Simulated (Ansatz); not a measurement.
# BN (P6_3/mmc) in Ansatz: a series of runs

The runs below take BN through Born charges and dielectric tensor, elastic constants, band structure, with PBEsol, r2SCAN.

Program: Ansatz 0.2.0. These are calculated values, not measurements. Logs are shortened: lines on timing, memory, paths and dates and some standing lists are left out, and cuts for length are marked.

### 1 The crystal as given

The structure is hexagonal, space group P6_3/mmc (No. 194). The conventional cell has a = 2.498 Å, b = 2.498 Å, c = 6.636 Å, α = 90.00°, β = 90.00°, γ = 120.00°. N (site symmetry -6m2) is surrounded by 3 B at 1.44 Å. B (site symmetry -6m2) is surrounded by 3 N at 1.44 Å.

### 2 Born charges and dielectric tensor, PBEsol

input.yaml

```yaml
crystal:
  lattice:
    - [2.49824, 0.0, 0.0]
    - [-1.24912, 2.1635393048, 0.0]
    - [0.0, 0.0, 6.6357]
  atoms:
    - { symbol: "N", position: [0.6666666667, 0.3333333333, 0.25] }
    - { symbol: "N", position: [0.3333333333, 0.6666666667, 0.75] }
    - { symbol: B, position: [0.6666666667, 0.3333333333, 0.75] }
    - { symbol: B, position: [0.3333333333, 0.6666666667, 0.25] }
hamiltonian:
  xc: pbesol
  pseudopotentials: { kind: paw }
kpoints:
  mp_grid: { grid: [12, 12, 4] }
scf:
  occupations: { method: fixed }
output:
  eigenvalues: true
dielectric:
  method: response
```

Potentials or basis: Ansatz PAW.

Started as:

```
> ansatz run input.yaml --threads 2 --pin off --max-ram 5632MiB --backend cpu --events-out ev --progress --plain --runs-dir out
```

The log of the run:

```text
Warning: RAYON_NUM_THREADS=2 ignored (pool sized by the plan → 2); use --threads N
Engine: ansatz 0.2.0, x86_64-unknown-linux-gnu
Pseudopotentials: kind: paw
Pseudopotential: N, paw, valence charge 5, recommended cutoff 420 eV (normal), N.paw.azcp
Pseudopotential: B, paw, valence charge 3, recommended cutoff 420 eV (normal), B.paw.azcp
Functional definition: PBEsol
  exchange = pbesol_x
  correlation = pbesol_c
Crystal: 4 atoms, lattice volume = 35.866 Å³
Basis set: ecut = 420 eV, 689 PW (Γ), exchange–correlation on 36×36×96 points (8 copies of the dense FFT grid, shifted against one another)
Bands: 12, of which v1, the nominal top of the filled ones, is band 8 counted from 1 (7 counted from 0)
Symmetry: 24 space group operations
k-points: 164 of 576 (irreducible under 2 space group operations, time reversal used)
Non-local potential: N, projectors of the file, l = 0: 2, l = 1: 2, l = 2: 1
Non-local potential: B, projectors of the file, l = 0: 2, l = 1: 2, l = 2: 1
PAW form: soft (Blöchl's): semilocal exchange-correlation on the pseudo side does not see the compensation charge
PAW frozen core: N, regenerated for the run's functional, and the local potential with it (the file was generated under x = pbe(κ = 0.804, μ = 0.2195149727645171), c = pbe(β = 0.06672455060314922))
PAW frozen core: B, regenerated for the run's functional, and the local potential with it (the file was generated under x = pbe(κ = 0.804, μ = 0.2195149727645171), c = pbe(β = 0.06672455060314922))
PAW one-centre angular grid: N, 110 points (default); XC on 64 Gauss nodes
PAW one-centre angular grid: B, 110 points (default); XC on 64 Gauss nodes
Initial density: superposition of atomic densities (neutral atoms: chi_scale 0, normalization atom), corrected by the library's trained network
Initial wavefunctions: pseudopotential atomic-orbital guess
Functional: x = pbesol(κ = 0.804, μ = 0.12345679012345678), c = pbesol(β = 0.046)
SCF iter   1: F=—  HF=-1067.558137 eV  |F-HF|=—  |Δ(HF+E_count)|=         —  Δρ=8.57e-3  dr2=2.39e-2  ethr=1.77e-3  ⟨swp⟩=5.0  Hψ=10266  notcnv=0  defer=294
preconditioner: auto → none  [insulator: Δε(μ)=4.091 eV  Ē_g=15.733 eV  n_scr=4 (ndim 8)  ℏωp=24.8 eV  f_vac=0.021  ε∞_Penn≈3.5]
SCF iter   2: F=—  HF=-1067.552305 eV  |F-HF|=—  |Δ(HF+E_count)|=   5.83e-3  Δρ=3.01e-3  dr2=2.26e-3  ethr=1.49e-4  ⟨swp⟩=2.6  Hψ=4748  notcnv=0  defer=328
SCF iter   3: F=—  HF=-1067.551778 eV  |F-HF|=—  |Δ(HF+E_count)|=   5.27e-4  Δρ=8.27e-4  dr2=1.57e-4  ethr=1.41e-5  ⟨swp⟩=2.1  Hψ=3337  notcnv=0  defer=328
SCF iter   4: F=—  HF=-1067.551862 eV  |F-HF|=—  |Δ(HF+E_count)|=   8.41e-5  Δρ=1.35e-4  dr2=2.89e-6  ethr=9.83e-7  ⟨swp⟩=2.6  Hψ=3559  notcnv=0  defer=328
SCF iter   5: F=—  HF=-1067.551869 eV  |F-HF|=—  |Δ(HF+E_count)|=   7.05e-6  Δρ=1.44e-5  dr2=3.38e-8  ethr=1.81e-8  ⟨swp⟩=2.2  Hψ=3007  notcnv=0  defer=25
SCF iter   6: F=—  HF=-1067.551869 eV  |F-HF|=—  |Δ(HF+E_count)|=   2.93e-7  Δρ=1.12e-6  dr2=2.56e-10  ethr=2.12e-10  ⟨swp⟩=2.0  Hψ=3198  notcnv=0  defer=8
SCF iter   7: F=-1067.551869 eV  HF=-1067.551869 eV  |F-HF|=5.23e-12  |Δ(HF+E_count)|=   1.15e-9  Δρ=1.01e-7  dr2=2.24e-12  ethr=1.00e-12  ⟨swp⟩=4.1  Hψ=7099  notcnv=0
SCF 1 converged in 7 iterations: F = -1067.551869 eV  dr2 = 2.24e-12
DFPT response loops at Γ: preconditioner auto → Resta (q_TF=auto, 2.385 Å⁻¹)  ε∞=3.8 (no band partly filled); β = 1.00, the filter's whole step (`scf.mixing.beta` (0.50) is not read by the response loops at its default; to damp them type it under 1.00, their step now; it binds the ground state too); Broyden in place of MSR1
SCF converged after 7 iterations
Free energy (F): -1067.551869 eV
Harris-Foulkes:  -1067.551869 eV  (|F-HF|=5.23e-12)
Internal energy: -1067.551869 eV  (E = F + TS)
E sigma→0 (E₀):  -1067.551869 eV
Fermi energy:    4.705128 eV
--- Per-component energies (eV) ---
  E_band       = -38.692198
  E_kinetic    = 366.288929
  E_local      = -691.656447  (includes V_loc(G=0)·N_el)
  E_nonlocal   = 116.161191
  E_hartree    = 222.080819
  E_xc         = -182.635328
  E_vxc        = -227.599923  (∫ρ·V_xc dr)
  E_paw        = -397.945636  (= ΣΔE_a)
  E_vpaw       = -46.047810  (= ΣTr[D̂ρ^β])
  E_aug_tail   = 0.000191  (compensation charges beyond the density's cutoff)
  E_ewald      = -499.931209
  E_core_change = 0.085620  (= ΣΔE_core)
  E_smearing   = -0.000000  (= −TS)
  E_closure    = -0.000000  (closes the sum)
  Σ components = -1067.551869   (vs F -1067.551869, Δ=0.00e0)
--- Band table (eV; the first three rows and the last of 164) ---
  k-point 0: bands = ["-13.0924", "-12.7877", "-1.6208", "0.5604", "3.4084", "3.4084", "3.4462", "3.4462", "9.7675", "14.9143", "16.2894", "16.2894"]
  k-point 1: bands = ["-13.0502", "-12.8349", "-1.3559", "0.1637", "3.4141", "3.4141", "3.4402", "3.4402", "10.4826", "14.0104", "16.3078", "16.3078"]
  k-point 2: bands = ["-12.9452", "-12.9452", "-0.6585", "-0.6585", "3.4268", "3.4268", "3.4268", "3.4268", "12.1805", "12.1805", "16.3516", "16.3516"]
  k-point 163: bands = ["-9.9329", "-9.9329", "-2.9133", "-2.9133", "-1.1620", "-1.1620", "3.5483", "3.5483", "10.3777", "10.3777", "16.6419", "16.6419"]
--- Dielectric response (ions clamped): 2 representative field directions + reference, on 164 of 576 k-points (Σ response iterations 14) ---
  k mesh reduced under 2 symmetry operations, with k and −k counted as one. Each operation leaves every solved perturbation unchanged. A smaller set is not considered because the run solves the response to a homogeneous field
  ε∞ (high-frequency dielectric tensor):
        4.798563     0.000000     0.000000
        0.000000     4.798563     0.000000
        0.000000     0.000000     2.740808
  Born effective charges Z* (e; rows j = field, columns β = displacement):
    site 0:
        -2.70989    0.00000    0.00000
         0.00000   -2.70989   -0.00000
         0.00000   -0.00000   -0.74693
    site 1:
        -2.70989    0.00000    0.00000
         0.00000   -2.70989   -0.00000
         0.00000   -0.00000   -0.74693
    site 2:
         2.70989   -0.00000   -0.00000
        -0.00000    2.70989    0.00000
         0.00000    0.00000    0.74693
    site 3:
         2.70989   -0.00000   -0.00000
        -0.00000    2.70989    0.00000
         0.00000    0.00000    0.74693
  Z* charge neutrality: 8.965e-6 e pre-enforcement
  k-mesh period / interband length: 30.0 Å / 1.35 Å = 22.13 at k = (0.0000, -0.5000, 0.2500), direct gap 4.853 eV — 14 or more, which is no proof of convergence
```

Wall time 26 s (2 threads of Intel Xeon at 2.50GHz (Skylake/Cascade Lake), shared host); peak memory 0.51 GiB.

Results:

```
Free energy                             : -1067.5519 eV
Band gap on the k mesh                  : 4.19 eV, indirect (least direct gap 4.60 eV)
Electronic dielectric tensor (diagonal) : 4.80, 4.80, 2.74
Born charges (mean of the diagonal)     : N -2.06; B +2.06 e
```

Levels at points of the mesh, in eV from the valence-band top:
```tsv
k point	band 4	band 5	band 6	band 7	band 8	band 9	band 10	band 11	band 12
(0.00, 0.00, 0.00)	-4.14	-1.30	-1.30	-1.26	-1.26	5.06	10.21	11.58	11.58
(0.00, 0.00, -0.50)	-5.36	-1.28	-1.28	-1.28	-1.28	7.48	7.48	11.65	11.65
(0.00, -0.50, 0.00)	-8.88	-4.15	-4.08	-1.47	-0.44	4.19	5.62	9.52	9.97
(0.00, -0.50, -0.50)	-8.92	-4.12	-4.12	-0.93	-0.93	4.67	4.67	9.93	9.93
(-0.50, 0.00, 0.00)	-8.88	-4.15	-4.08	-1.47	-0.44	4.19	5.62	9.52	9.97
(-0.50, 0.00, -0.50)	-8.92	-4.12	-4.12	-0.93	-0.93	4.67	4.67	9.93	9.93
```

Electronic dielectric tensor:
```
4.80 0.00 0.00
0.00 4.80 0.00
0.00 0.00 2.74
```

Born effective charge tensors (e):
atom 1, N
```
-2.71  0.00  0.00
 0.00 -2.71  0.00
 0.00  0.00 -0.75
```
atom 2, N
```
-2.71  0.00  0.00
 0.00 -2.71  0.00
 0.00  0.00 -0.75
```
atom 3, B
```
2.71 0.00 0.00
0.00 2.71 0.00
0.00 0.00 0.75
```
atom 4, B
```
2.71 0.00 0.00
0.00 2.71 0.00
0.00 0.00 0.75
```

Caveat: this functional lacks dispersion, which binds the layers, so the pressure and a relaxed spacing across them are unreliable; the PAW data sets come from PBE, with cores solved anew for the run's functional, which leaves a small shift of forces and pressure. A k mesh can miss the band edges.

### 3 Elastic constants, PBEsol

input.yaml: that of step 2 with these lines changed.

```diff
@@ -14,3 +14,3 @@
 kpoints:
-  mp_grid: { grid: [12, 12, 4] }
+  mp_grid: { grid: [9, 9, 3] }
 scf:
@@ -18,4 +18,6 @@
 output:
-  eigenvalues: true
-dielectric:
-  method: response
+  forces: true
+  stress: true
+elastic:
+  mode: clamped_ion
+  stencil: two_point
```

Potentials or basis: Ansatz PAW.

Started as:

```
> ansatz run input.yaml --threads 2 --pin off --max-ram 5632MiB --backend cpu --events-out ev --progress --plain --runs-dir out
```

Run time: 8.8 s. Hardware: 2 threads of Intel Xeon at 2.50GHz (Skylake/Cascade Lake), shared host; peak memory 0.34 GiB.

It converged, with:

* Free energy: -1067.5519 eV
* Pressure: 2.2 GPa
* Band gap on the k mesh: 4.34 eV, indirect (least direct gap 4.62 eV)
* Voigt bulk modulus: 249 GPa

Stress tensor (GPa, compression positive):
```
2.76 0.00 0.00
0.00 2.76 0.00
0.00 0.00 0.95
```

Levels at points of the mesh, in eV from the valence-band top:
```tsv
k point	band 4	band 5	band 6	band 7	band 8	band 9	band 10	band 11	band 12
(0.00, 0.00, 0.00)	-4.12	-1.28	-1.28	-1.24	-1.24	5.08	10.23	11.61	11.61
```

Elastic tensor in Voigt notation (GPa, ions clamped, in the Cartesian axes of the cell as first typed):
```
929 174   4   0   0   0
174 929   4   0   0   0
  2   2  21   0   0   0
  0   0   0   3   0   0
  0   0   0   0   3   0
  0   0   0   0   0 377
```

Caveat: odd divisions of the mesh miss points on the zone boundary, where band edges often lie, so the gap on the mesh can be too wide; the pressure holds a Pulay correction of +0.6 GPa for the finite cutoff; this functional lacks dispersion, which binds the layers, so the pressure and a relaxed spacing across them are unreliable; the PAW data sets come from PBE, with cores solved anew for the run's functional, which leaves a small shift of forces and pressure. A k mesh can miss the band edges.

### 4 Band structure, r2SCAN

input.yaml: that of step 3 with these lines changed.

```diff
@@ -11,8 +11,15 @@
 hamiltonian:
-  xc: pbesol
+  xc: r2scan
   pseudopotentials: { kind: paw }
 kpoints:
-  mp_grid: { grid: [9, 9, 3] }
+  mp_grid: { grid: [12, 12, 4] }
+  band_path:
+    path:
+      - [[0.0, 0.0, 0.0], [0.5, 0.0, 0.0], [0.3333333333, 0.3333333333, 0.0], [0.0, 0.0, 0.0], [0.0, 0.0, 0.5], [0.5, 0.0, 0.5], [0.3333333333, 0.3333333333, 0.5], [0.0, 0.0, 0.5]]
+      - [[0.5, 0.0, 0.5], [0.5, 0.0, 0.0]]
+      - [[0.3333333333, 0.3333333333, 0.0], [0.3333333333, 0.3333333333, 0.5]]
+    npoints: 14
 scf:
-  occupations: { method: fixed }
+  occupations: { method: fermi_dirac, width: 0.05 }
+  n_extra_bands: 10
 output:
@@ -20,4 +27,3 @@
   stress: true
-elastic:
-  mode: clamped_ion
-  stencil: two_point
+  eigenvalues: true
+  fatbands: false
```

Started as:

```
> ansatz run input.yaml --threads 2 --pin off --max-ram 5632MiB --backend cpu --events-out ev --progress --plain --runs-dir out
```

Run time: 6.5 s. Hardware: 2 threads of Intel Xeon at 2.50GHz (Skylake/Cascade Lake), shared host; peak memory 0.43 GiB.

Results (log left out):

| Item | Value |
| --- | --- |
| Free energy | -1088.2452 eV |
| Pressure | 1.1 GPa |
| Band gap on the k mesh | 4.85 eV, indirect (least direct gap 5.29 eV) |
| Band gap along the path | 4.80 eV, indirect (least direct gap 5.29 eV) |

Stress tensor (GPa, compression positive):
```
1.21 0.00 0.00
0.00 1.21 0.00
0.00 0.00 0.97
```

Levels at the corners of the path, in eV from the valence-band top:
| point | band 5 | band 6 | band 7 | band 8 | band 9 | band 10 | band 11 | band 12 |
| --- | --- | --- | --- | --- | --- | --- | --- | --- |
| Γ | -1.39 | -1.39 | -1.35 | -1.35 | 5.59 | 11.06 | 12.39 | 12.39 |
| M | -4.34 | -4.27 | -1.50 | -0.49 | 4.80 | 6.26 | 10.21 | 10.69 |
| K | -7.52 | -7.52 | -0.12 | -0.12 | 5.50 | 5.50 | 11.22 | 14.05 |
| Γ | -1.39 | -1.39 | -1.35 | -1.35 | 5.59 | 11.06 | 12.39 | 12.39 |
| A | -1.37 | -1.37 | -1.37 | -1.37 | 8.09 | 8.09 | 12.45 | 12.45 |
| L | -4.30 | -4.30 | -0.97 | -0.97 | 5.28 | 5.28 | 10.65 | 10.65 |
| H | -7.52 | -7.52 | -0.05 | -0.05 | 5.27 | 5.27 | 12.50 | 12.50 |
| A | -1.37 | -1.37 | -1.37 | -1.37 | 8.09 | 8.09 | 12.45 | 12.45 |
| L | -4.30 | -4.30 | -0.97 | -0.97 | 5.28 | 5.28 | 10.65 | 10.65 |
| M | -4.34 | -4.27 | -1.50 | -0.49 | 4.80 | 6.26 | 10.21 | 10.69 |
| K | -7.52 | -7.52 | -0.12 | -0.12 | 5.50 | 5.50 | 11.22 | 14.05 |
| H | -7.52 | -7.52 | -0.05 | -0.05 | 5.27 | 5.27 | 12.50 | 12.50 |

Caveat: the PAW data sets come from PBE, with cores solved anew for the run's functional, which leaves a small shift of forces and pressure. r2SCAN opens gaps a little over a GGA but as a rule still falls short of measured ones.

### 5 Summary

```tsv
task	level	k mesh	cutoff (eV)	smearing	atoms under strain	points for each segment of the path	gap on the mesh (eV)	pressure (GPa)
Born charges and dielectric tensor	PBEsol	12 × 12 × 4	420	fixed	-	-	4.19	-
elastic constants	PBEsol	9 × 9 × 3	420	fixed	clamped	-	4.34	2.2
band structure	r2SCAN	12 × 12 × 4	500	fermi-dirac 0.05 eV	-	14	4.85	1.1
```

Alike in all rows: potentials or basis Ansatz PAW; no spin polarisation; cell as given.

On the cell as given the gap runs from 4.19 eV (PBEsol) to 4.80 eV (r2SCAN); the meshes differ, which moves gaps too.

Caveats: the PAW data sets come from PBE, with cores solved anew for the run's functional, which leaves a small shift of forces and pressure; this functional lacks dispersion, which binds the layers, so the pressure and a relaxed spacing across them are unreliable (some runs); odd divisions of the mesh miss points on the zone boundary, where band edges often lie, so the gap on the mesh can be too wide (some runs).

Absolute energies hang on the potentials; compare differences alone.
